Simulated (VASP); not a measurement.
Runs of VASP 6.6.1 on TiC. The structure is hexagonal, space group P-6m2 (No. 187). The conventional cell has a = 3.042 Å, b = 3.042 Å, c = 2.698 Å, α = 90.00°, β = 90.00°, γ = 120.00°. Around Ti (site symmetry -6m2) lie 6 C at 2.21 Å. C (site symmetry -6m2) has 6 Ti at 2.21 Å as nearest neighbours. The cell was built by a generator and needn't be a form met in nature.

```tsv
task	level	potentials or basis	cell	cutoff (eV)	gap on the mesh (eV)	pressure (GPa)	relaxed volume (Å³/atom)
band structure	LDA	VASP PAW LDA potentials, release 64 (Ti_sv, C)	as given	520	-	(a)	-
relaxation of cell and atoms	RPBE	VASP PAW PBE potentials, release 64 (Ti_sv, C)	relaxed	600	none	0.1	11.03
relaxation of cell and atoms	LDA	VASP PAW LDA potentials, release 64 (Ti_sv, C)	relaxed	600	none	0.0	(b)
relaxation of cell and atoms	PBEsol	VASP PAW PBE potentials, release 64 (Ti_sv, C)	relaxed	600	none	-0.1	10.53
relaxation of cell and atoms	PBE	VASP PAW PBE potentials, release 64 (Ti_sv, C)	relaxed	600	none	0.0	10.82
```

Alike in all rows: no spin polarisation; k mesh 10 × 10 × 10; smearing fermi-dirac 0.05 eV.

Problem. Estimate the missing entries.

Solution. (a) -10.9; (b) 10.28.

Caveats: the PAW data sets were made with another functional, which shifts forces and pressure a little (some runs).

A gap of «none» marks a metal or a gap under the smearing width.
